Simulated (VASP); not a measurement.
These are LDA (Ceperley-Alder, Perdew-Zunger), VASP's LDA PAW potentials (set 64) (plane waves; VASP) values and carry that method's errors.

A VASP calculation is set up with these files.

INCAR:
```
LASPH = .TRUE.
ENCUT = 520   # plane-wave cut-off (eV)
NELM = 100   # most electronic steps
SIGMA = 0.01
ISMEAR = 0   # Gaussian
IBRION = 8   # DFPT with symmetry
NSW = 1
ALGO = Normal
PREC = Accurate
LWAVE = .FALSE.
EDIFF = 1E-8   # SCF stop (eV)
LCHARG = .FALSE.
LREAL = .FALSE.   # projection in real space or not
LEPSILON = .TRUE.
SYSTEM = Li2O
```

File POSCAR:
```
Li2O
3.1804980
  0.0000000000   0.7071068466   0.7071068466
  0.7071068466   0.0000000000   0.7071068466
  0.7071068466   0.7071068466   0.0000000000
Li O
2 1
Cart
  0.3535534233   0.3535534233   0.3535534233
  1.0606602699   1.0606602699   1.0606602699
  0.0000000000   0.0000000000   0.0000000000
```

### KPOINTS
```
K-points
0
gamma
9 9 9
```

POTCAR, in this order: Li_sv O (LDA.64 set). Program: vasp_std.

Output

File OUTCAR:
```
 ion  position               nearest neighbor table
   1  0.250  0.250  0.250-   3 1.95   3 1.95   3 1.95   3 1.95   2 2.25   2 2.25   2 2.25   2 2.25
                             2 2.25   2 2.25
   2  0.750  0.750  0.750-   3 1.95   3 1.95   3 1.95   3 1.95   1 2.25   1 2.25   1 2.25   1 2.25
                             1 2.25   1 2.25
   3  0.000  0.000  0.000-   2 1.95   2 1.95   2 1.95   1 1.95   2 1.95   1 1.95   1 1.95   1 1.95
  LATTYP: Found a face centered cubic cell.
 ALAT       =     4.4979038230
 Subroutine PRICEL returns:
 Original cell was already a primitive cell.
 Subroutine GETGRP returns: Found 48 space group operations
The static configuration has the point symmetry O_h .
The dynamic configuration has the point symmetry O_h .
 Subroutine INISYM returns: Found 48 space group operations
 Subroutine IBZKPT returns following result:
 Found     35 irreducible k-points:

 Following reciprocal coordinates:
            Coordinates               Weight
  0.000000  0.000000  0.000000      1.000000
  0.111111  0.000000  0.000000      8.000000
  0.222222  0.000000  0.000000      8.000000
  0.333333  0.000000  0.000000      8.000000
  0.444444  0.000000  0.000000      8.000000
  0.111111  0.111111  0.000000      6.000000
  0.222222  0.111111  0.000000     24.000000
  0.333333  0.111111  0.000000     24.000000
  0.444444  0.111111  0.000000     24.000000
 -0.444444  0.111111  0.000000     24.000000
 -0.333333  0.111111  0.000000     24.000000
 -0.222222  0.111111  0.000000     24.000000
 -0.111111  0.111111  0.000000     12.000000
  0.222222  0.222222  0.000000      6.000000
  0.333333  0.222222  0.000000     24.000000
  0.444444  0.222222  0.000000     24.000000
 -0.444444  0.222222  0.000000     24.000000
 -0.333333  0.222222  0.000000     24.000000
 -0.222222  0.222222  0.000000     12.000000
  0.333333  0.333333  0.000000      6.000000
  0.444444  0.333333  0.000000     24.000000
 -0.444444  0.333333  0.000000     24.000000
 -0.333333  0.333333  0.000000     12.000000
  0.444444  0.444444  0.000000      6.000000
 -0.444444  0.444444  0.000000     12.000000
  0.333333  0.222222  0.111111     24.000000
  0.444444  0.222222  0.111111     48.000000
 -0.444444  0.222222  0.111111     48.000000
  0.444444  0.333333  0.111111     24.000000
 -0.444444  0.333333  0.111111     48.000000
 -0.333333  0.333333  0.111111     48.000000
 -0.222222  0.333333  0.111111     24.000000
 -0.444444  0.444444  0.111111     24.000000
 -0.333333  0.444444  0.111111     24.000000
 -0.333333  0.444444  0.222222     24.000000
 Subroutine IBZKPT_HF returns following result:
   k-points           NKPTS =     35   k-points in BZ     NKDIM =     35   number of bands    NBANDS=     10
   number of dos      NEDOS =    301   number of ions     NIONS =      3
   total plane-waves  NPLWV =  13824
   dimension x,y,z NGX =    24 NGY =   24 NGZ =   24
   dimension x,y,z NGXF=    48 NGYF=   48 NGZF=   48
   ions per type =               2   1
   PREC   = accura    normal or accurate (medium, high low for compatibility)
   ISTART =      0    job   : 0-new  1-cont  2-samecut
   ICHARG =      2    charge: 1-file 2-atom 10-const
   ISPIN  =      1    spin polarized calculation?
   LNONCOLLINEAR =      F non collinear calculations
   LSORBIT =      F    spin-orbit coupling
   INIWAV =      1    electr: 0-lowe 1-rand  2-diag
   ENCUT  =  520.0 eV  38.22 Ry    6.18 a.u.   5.91  5.91  5.91*2*pi/ulx,y,z
   NELM   =    100;   NELMIN=  2; NELMDL= -5     # of ELM steps
   EDIFF  = 0.1E-07   stopping-criterion for ELM
   LREAL  =      F    real-space projection
   NLSPLINE    = F    spline interpolate recip. space projectors
   LMAXMIX     =    2 max onsite mixed and CHGCAR
   VOSKOWN=      0    Vosko Wilk Nusair interpolation
...
```

File OSZICAR:
```
...
RMM:   7    -0.129992940612E+00   -0.36236E-04   -0.32803E-05  3551   0.222E-02    0.807E-04
RMM:   8    -0.129997585955E+00   -0.46453E-05   -0.10253E-05  3540   0.861E-03    0.385E-04
RMM:   9    -0.129997641471E+00   -0.55516E-07   -0.15889E-05  3630   0.370E-03    0.198E-04
RMM:  10    -0.129997044792E+00    0.59668E-06   -0.17851E-05  3561   0.170E-03    0.519E-05
RMM:  11    -0.129996978628E+00    0.66165E-07   -0.14346E-05  3475   0.807E-04    0.264E-05
RMM:  12    -0.129997049712E+00   -0.71084E-07   -0.76906E-06  3149   0.392E-04    0.877E-06
 Linear response to external field, progress :
  Direction:   2
       N       E                     dE             d eps       ncg     rms          rms(c)
RMM:   1    -0.117108976663E+00   -0.11711E+00   -0.43361E-01  3070   0.322E+00
RMM:   2    -0.126145257298E+00   -0.90363E-02   -0.26532E-02  3250   0.913E-01    0.534E-01
RMM:   3    -0.123645385345E+00    0.24999E-02   -0.72328E-03  3058   0.564E-01    0.316E-01
RMM:   4    -0.128912508810E+00   -0.52671E-02   -0.42354E-03  3086   0.556E-01    0.317E-02
RMM:   5    -0.129787565000E+00   -0.87506E-03   -0.92394E-04  3431   0.167E-01    0.109E-02
RMM:   6    -0.129955856320E+00   -0.16829E-03   -0.17841E-04  3531   0.598E-02    0.315E-03
RMM:   7    -0.129993607962E+00   -0.37752E-04   -0.29031E-05  3560   0.222E-02    0.799E-04
RMM:   8    -0.129997629270E+00   -0.40213E-05   -0.14646E-05  3553   0.857E-03    0.385E-04
RMM:   9    -0.129997674997E+00   -0.45727E-07   -0.17192E-05  3625   0.365E-03    0.201E-04
RMM:  10    -0.129997123324E+00    0.55167E-06   -0.12694E-05  3582   0.165E-03    0.584E-05
RMM:  11    -0.129996979870E+00    0.14345E-06   -0.97615E-06  3460   0.761E-04    0.239E-05
RMM:  12    -0.129997048287E+00   -0.68417E-07   -0.49840E-06  3166   0.374E-04    0.777E-06
 Linear response to external field, progress :
  Direction:   3
       N       E                     dE             d eps       ncg     rms          rms(c)
RMM:   1    -0.117104021742E+00   -0.11710E+00   -0.43356E-01  3068   0.322E+00
RMM:   2    -0.126143344998E+00   -0.90393E-02   -0.26527E-02  3252   0.913E-01    0.534E-01
RMM:   3    -0.123644088220E+00    0.24993E-02   -0.72250E-03  3056   0.564E-01    0.316E-01
RMM:   4    -0.128912240186E+00   -0.52682E-02   -0.42337E-03  3086   0.556E-01    0.317E-02
RMM:   5    -0.129787343075E+00   -0.87510E-03   -0.92348E-04  3432   0.167E-01    0.109E-02
RMM:   6    -0.129955882342E+00   -0.16854E-03   -0.17839E-04  3528   0.598E-02    0.315E-03
RMM:   7    -0.129993592375E+00   -0.37710E-04   -0.27702E-05  3562   0.222E-02    0.798E-04
RMM:   8    -0.129997651665E+00   -0.40593E-05   -0.94865E-06  3549   0.858E-03    0.384E-04
RMM:   9    -0.129997685629E+00   -0.33964E-07   -0.38931E-06  3625   0.367E-03    0.203E-04
RMM:  10    -0.129997172754E+00    0.51288E-06   -0.42979E-06  3579   0.166E-03    0.606E-05
RMM:  11    -0.129996998980E+00    0.17377E-06   -0.59783E-06  3462   0.782E-04    0.240E-05
RMM:  12    -0.129997046992E+00   -0.48012E-07   -0.39620E-06  3162   0.383E-04    0.770E-06
 Linear response DOF=           2
 Linear response progress:
  Degree of freedom:   1/  2
       N       E                     dE             d eps       ncg     rms          rms(c)
RMM:   1    -0.183024685852E+00   -0.18302E+00    0.30230E+00  3099   0.259E+01
RMM:   2    -0.187661289232E+00   -0.46366E-02   -0.24553E-02  4621   0.169E+00    0.412E-02
RMM:   3    -0.187994512516E+00   -0.33322E-03   -0.41005E-03  5995   0.549E-01    0.217E-02
RMM:   4    -0.188131578393E+00   -0.13707E-03   -0.91229E-04  6263   0.245E-01    0.602E-03
RMM:   5    -0.188197440733E+00   -0.65862E-04   -0.26061E-04  6429   0.789E-02    0.192E-03
RMM:   6    -0.188225058135E+00   -0.27617E-04   -0.17760E-04  6360   0.396E-02    0.612E-04
RMM:   7    -0.188248312696E+00   -0.23255E-04   -0.21922E-04  6285   0.253E-02    0.360E-04
RMM:   8    -0.188241737270E+00    0.65754E-05   -0.17082E-04  6460   0.192E-02    0.128E-04
RMM:   9    -0.188245347180E+00   -0.36099E-05   -0.21967E-04  6573   0.163E-02    0.149E-04
RMM:  10    -0.188235828266E+00    0.95189E-05   -0.88622E-05  6112   0.145E-02    0.315E-04
RMM:  11    -0.188239242964E+00   -0.34147E-05   -0.77712E-05  6075   0.132E-02    0.217E-04
RMM:  12    -0.188246131066E+00   -0.68881E-05   -0.66327E-05  5814   0.124E-02    0.875E-05
RMM:  13    -0.188255154863E+00   -0.90238E-05   -0.59936E-05  5564   0.117E-02    0.369E-04
RMM:  14    -0.188252632539E+00    0.25223E-05   -0.52911E-05  5954   0.107E-02    0.225E-04
RMM:  15    -0.188250175037E+00    0.24575E-05   -0.48595E-05  5883   0.101E-02    0.951E-05
RMM:  16    -0.188250192679E+00   -0.17643E-07   -0.44516E-05  6355   0.942E-03    0.661E-05
RMM:  17    -0.188250316094E+00   -0.12341E-06   -0.41569E-05  6636   0.889E-03    0.532E-05
RMM:  18    -0.188249953056E+00    0.36304E-06   -0.38149E-05  5750   0.846E-03    0.192E-05
RMM:  19    -0.188250407770E+00   -0.45471E-06   -0.34929E-05  6159   0.802E-03    0.136E-05
RMM:  20    -0.188250660231E+00   -0.25246E-06   -0.32229E-05  6573   0.762E-03    0.168E-05
RMM:  21    -0.188250791371E+00   -0.13114E-06   -0.29338E-05  6321   0.726E-03    0.253E-05
RMM:  22    -0.188250743816E+00    0.47554E-07   -0.27328E-05  5956   0.693E-03    0.405E-05
RMM:  23    -0.188250579749E+00    0.16407E-06   -0.24720E-05  6000   0.662E-03    0.580E-05
RMM:  24    -0.188250684039E+00   -0.10429E-06   -0.22826E-05  6015   0.631E-03    0.652E-05
RMM:  25    -0.188250635706E+00    0.48333E-07   -0.20520E-05  6406   0.602E-03    0.757E-05
RMM:  26    -0.188250629782E+00    0.59241E-08   -0.19135E-05  5894   0.573E-03    0.843E-05
RMM:  27    -0.188250526180E+00    0.10360E-06   -0.17345E-05  5855   0.546E-03    0.939E-05
RMM:  28    -0.188250479719E+00    0.46461E-07   -0.16330E-05  5709   0.521E-03    0.101E-04
RMM:  29    -0.188250349792E+00    0.12993E-06   -0.14643E-05  5638   0.497E-03    0.108E-04
RMM:  30    -0.188250190471E+00    0.15932E-06   -0.13306E-05  5588   0.475E-03    0.115E-04
RMM:  31    -0.188249975533E+00    0.21494E-06   -0.10981E-05  5386   0.455E-03    0.121E-04
 Linear response progress:
  Degree of freedom:   2/  2
       N       E                     dE             d eps       ncg     rms          rms(c)
RMM:   1    -0.357245445120E+00   -0.35725E+00    0.18972E-01  3115   0.430E+00
RMM:   2    -0.351027263942E+00    0.62182E-02   -0.94455E-03  2969   0.700E-01    0.123E-01
RMM:   3    -0.352687676895E+00   -0.16604E-02   -0.20413E-03  3095   0.301E-01    0.654E-02
RMM:   4    -0.354700432269E+00   -0.20128E-02   -0.69241E-04  3037   0.203E-01    0.161E-02
RMM:   5    -0.354725315492E+00   -0.24883E-04   -0.14084E-04  3465   0.692E-02    0.259E-03
RMM:   6    -0.354735491521E+00   -0.10176E-04   -0.18825E-05  3542   0.239E-02    0.147E-03
RMM:   7    -0.354731894629E+00    0.35969E-05   -0.20804E-06  3502   0.834E-03    0.501E-04
RMM:   8    -0.354731331112E+00    0.56352E-06   -0.14738E-06  3602   0.322E-03    0.536E-05
RMM:   9    -0.354731203639E+00    0.12747E-06    0.55543E-06  3738   0.127E-03    0.342E-05
RMM:  10    -0.354731390126E+00   -0.18649E-06    0.23728E-07  3692   0.563E-04    0.188E-05
RMM:  11    -0.354731342032E+00    0.48094E-07    0.54525E-07  3740   0.251E-04    0.524E-06
RMM:  12    -0.354731364131E+00   -0.22098E-07   -0.55157E-07  3772   0.124E-04    0.151E-06
RMM:  13    -0.354731380381E+00   -0.16250E-07   -0.50169E-08  3826   0.663E-05    0.108E-06
RMM:  14    -0.354731383775E+00   -0.33937E-08   -0.15415E-07  3447   0.419E-05    0.674E-07
RMM:  15    -0.354731391178E+00   -0.74034E-08   -0.58964E-08  3422   0.310E-05    0.213E-07
 Linear response finished
```

**OUTCAR**
```
------------------------ aborting loop because EDIFF is reached ----------------------------------------

 HEAD OF MICROSCOPIC STATIC DIELECTRIC TENSOR (INDEPENDENT PARTICLE, excluding Hartree and local field effects)
 ------------------------------------------------------
           3.033840    -0.000000     0.000000
           0.000000     3.033840     0.000000
          -0.000000     0.000000     3.033840
 ------------------------------------------------------

 MACROSCOPIC STATIC DIELECTRIC TENSOR (including local field effects in DFT)
 ------------------------------------------------------
           2.909867    -0.000000     0.000000
          -0.000000     2.909867     0.000000
           0.000000    -0.000000     2.909867
 ------------------------------------------------------

 PIEZOELECTRIC TENSOR (including local field effects)  for field in x, y, z        (e  Angst)
          XX          YY          ZZ          XY          YZ          ZX
  --------------------------------------------------------------------------------
  x     0.00000     0.00000     0.00000     0.00000     0.00000     0.00000
  y     0.00000     0.00000     0.00000     0.00000     0.00000     0.00000
  z     0.00000     0.00000     0.00000     0.00000     0.00000     0.00000

 PIEZOELECTRIC TENSOR (including local field effects)  for field in x, y, z        (C/m^2)
          XX          YY          ZZ          XY          YZ          ZX
  --------------------------------------------------------------------------------
  x     0.00000     0.00000     0.00000     0.00000     0.00000     0.00000
  y     0.00000     0.00000     0.00000     0.00000     0.00000     0.00000
  z     0.00000     0.00000     0.00000     0.00000     0.00000     0.00000

 BORN EFFECTIVE CHARGES (including local field effects) (in |e|, cummulative output)
 ---------------------------------------------------------------------------------
 ion    1
    1     0.88665     0.00000     0.00000
    2     0.00000     0.88665     0.00000
    3     0.00000     0.00000     0.88665
 ion    2
    1     0.88665     0.00000    -0.00000
    2     0.00000     0.88665    -0.00000
    3     0.00000     0.00000     0.88665
 ion    3
    1    -1.77329    -0.00000     0.00000
    2     0.00000    -1.77329    -0.00000
    3    -0.00000    -0.00000    -1.77329

   1 f  =   16.870182 THz   105.998477 2PiTHz  562.728684 cm-1    69.769433 meV
             X         Y         Z           dx          dy          dz
      1.124476  1.124476  1.124476    -0.703113    0.069815    0.027535
      3.373428  3.373428  3.373428     0.703113   -0.069815   -0.027535
      0.000000  0.000000  0.000000     0.000000    0.000000    0.000000

   2 f  =   16.870182 THz   105.998477 2PiTHz  562.728684 cm-1    69.769433 meV
             X         Y         Z           dx          dy          dz
      1.124476  1.124476  1.124476    -0.000000    0.259431   -0.657796
      3.373428  3.373428  3.373428    -0.000000   -0.259431    0.657796
      0.000000  0.000000  0.000000     0.000000   -0.000000    0.000000

   3 f  =   16.870182 THz   105.998477 2PiTHz  562.728684 cm-1    69.769433 meV
             X         Y         Z           dx          dy          dz
      1.124476  1.124476  1.124476    -0.075049   -0.654081   -0.257966
      3.373428  3.373428  3.373428     0.075049    0.654081    0.257966
      0.000000  0.000000  0.000000    -0.000000    0.000000    0.000000

   4 f  =   14.430263 THz    90.668014 2PiTHz  481.341751 cm-1    59.678744 meV
             X         Y         Z           dx          dy          dz
      1.124476  1.124476  1.124476    -0.029618   -0.100381   -0.507536
      3.373428  3.373428  3.373428    -0.029618   -0.100381   -0.507536
      0.000000  0.000000  0.000000     0.038886    0.131792    0.666354

   5 f  =   14.430263 THz    90.668014 2PiTHz  481.341751 cm-1    59.678744 meV
             X         Y         Z           dx          dy          dz
      1.124476  1.124476  1.124476     0.405529    0.311177   -0.085210
      3.373428  3.373428  3.373428     0.405529    0.311177   -0.085210
      0.000000  0.000000  0.000000    -0.532427   -0.408551    0.111874

   6 f  =   14.430263 THz    90.668014 2PiTHz  481.341751 cm-1    59.678744 meV
             X         Y         Z           dx          dy          dz
      1.124476  1.124476  1.124476     0.321270   -0.402043    0.060768
      3.373428  3.373428  3.373428     0.321270   -0.402043    0.060768
      0.000000  0.000000  0.000000    -0.421802    0.527850   -0.079784

   7 f/i=    0.059508 THz     0.373902 2PiTHz    1.984987 cm-1     0.246107 meV
             X         Y         Z           dx          dy          dz
      1.124476  1.124476  1.124476    -0.480951   -0.011838   -0.000023
      3.373428  3.373428  3.373428    -0.480951   -0.011838   -0.000023
      0.000000  0.000000  0.000000    -0.732644   -0.018033   -0.000034

   8 f/i=    0.059508 THz     0.373902 2PiTHz    1.984987 cm-1     0.246107 meV
             X         Y         Z           dx          dy          dz
      1.124476  1.124476  1.124476     0.009076   -0.369324    0.308175
      3.373428  3.373428  3.373428     0.009076   -0.369324    0.308175
      0.000000  0.000000  0.000000     0.013826   -0.562599    0.469449

   9 f/i=    0.059508 THz     0.373902 2PiTHz    1.984987 cm-1     0.246107 meV
             X         Y         Z           dx          dy          dz
      1.124476  1.124476  1.124476     0.007600   -0.308081   -0.369436
      3.373428  3.373428  3.373428     0.007600   -0.308081   -0.369436
      0.000000  0.000000  0.000000     0.011578   -0.469306   -0.562769

 MACROSCOPIC STATIC DIELECTRIC TENSOR IONIC CONTRIBUTION
 ------------------------------------------------------
           3.941674    -0.000000    -0.000000
          -0.000000     3.941674    -0.000000
           0.000000    -0.000000     3.941674
 ------------------------------------------------------

 ELASTIC MODULI CONTR FROM IONIC RELAXATION (kBar)
 Direction    XX          YY          ZZ          XY          YZ          ZX
 --------------------------------------------------------------------------------
 XX          -0.0000     -0.0000     -0.0000     -0.0000      0.0000     -0.0000
...
```
(Selected blocks of OUTCAR.)

OUTCAR:
```
 val. band max:        1.6008740487   @ k =   0.0000   0.0000   0.0000

 cond. band min:       6.6527308756   @ k =   0.4444   0.4444   0.0000


 Fermi energy:         1.7692256699

 k-point     1 :       0.0000    0.0000    0.0000
  band No.  band energies     occupation
      1     -40.1693      2.00000
      2     -39.6946      2.00000
      3     -13.6277      2.00000
      4       1.6009      2.00000
      5       1.6009      2.00000
      6       1.6009      2.00000
      7       7.4725      0.00000
      8      13.6256      0.00000
      9      13.6256      0.00000
     10      13.6256      0.00000

 k-point     2 :       0.1111    0.0000    0.0000
  band No.  band energies     occupation
      1     -40.1524      2.00000
      2     -39.7066      2.00000
      3     -13.6047      2.00000
      4       1.1600      2.00000
      5       1.5342      2.00000
      6       1.5342      2.00000
      7       7.7842      0.00000
      8      13.7119      0.00000
      9      13.8214      0.00000
     10      13.8214      0.00000

 k-point     3 :       0.2222    0.0000    0.0000
  band No.  band energies     occupation
      1     -40.1046      2.00000
      2     -39.7418      2.00000
      3     -13.5432      2.00000
      4       0.1858      2.00000
      5       1.3747      2.00000
      6       1.3747      2.00000
      7       8.5701      0.00000
      8      13.7433      0.00000
      9      14.1336      0.00000
     10      14.1336      0.00000

 k-point     4 :       0.3333    0.0000    0.0000
  band No.  band energies     occupation
      1     -40.0343      2.00000
      2     -39.7979      2.00000
      3     -13.4673      2.00000
      4      -0.7657      2.00000
      5       1.2074      2.00000
      6       1.2074      2.00000
      7       9.6510      0.00000
      8      13.3272      0.00000
      9      14.0683      0.00000
     10      14.0683      0.00000

 k-point     5 :       0.4444    0.0000    0.0000
...
```

The compound is Li2O in the antifluorite structure. It was relaxed first, which changed the volume by -8 %.
